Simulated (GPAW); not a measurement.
Runs of GPAW 26.7.0 on ZnO (zincite). Symmetry: P6_3mc, No. 186, hexagonal system. The conventional cell has a = 3.249 Å, b = 3.249 Å, c = 5.206 Å, α = 90.00°, β = 90.00°, γ = 120.00°. Zn (site symmetry 3m) has 4 O at 1.97 to 1.98 Å as nearest neighbours. Around O (site symmetry 3m) lie 4 Zn at 1.97 to 1.98 Å. 

```tsv
task	level	potentials or basis	smearing	response ecut	maxiter	response k mesh	response bands	kernels	gap on the mesh (eV)	pressure (GPa)	largest force (eV/Å)
dielectric tensor	PBE	GPAW PAW data sets (gpaw-data 1.2.1), pw	fermi-dirac 0.001 eV	80 eV	150	13 × 13 × 7	58	["RPA", "ALDA", "LR0.3"]	0.79	-	-
dielectric tensor	LDA	the program's PAW data sets (release 1.2.1) made for this functional, pw	fermi-dirac 0.001 eV	80 eV	150	13 × 13 × 7	58	["RPA", "LR0.1", "ALDA"]	0.73	-	-
single point	PBE	GPAW PAW data sets (gpaw-data 1.2.1), pw	fermi-dirac 0.05 eV	-	120	-	-	-	0.79	1.3	(a)
single point	LDA	the program's PAW data sets (release 1.2.1) made for this functional, pw	fermi-dirac 0.05 eV	-	120	-	-	-	0.73	-12.3	0.05
```

Alike in all rows: no spin polarisation; cell as given; k mesh 8 × 8 × 4; cutoff (eV) 600.

Estimate the missing entries.

(a) 0.07.

Caveats: the dielectric constant isn't converged in the k mesh (some runs); the long-wavelength limit can be off by several per cent where d states take part (some runs); an odd mesh through Γ misses points on the zone boundary, where band edges often lie (some runs); the cutoff is short for stress and forces, so pressures can be off by a GPa or more (some runs).
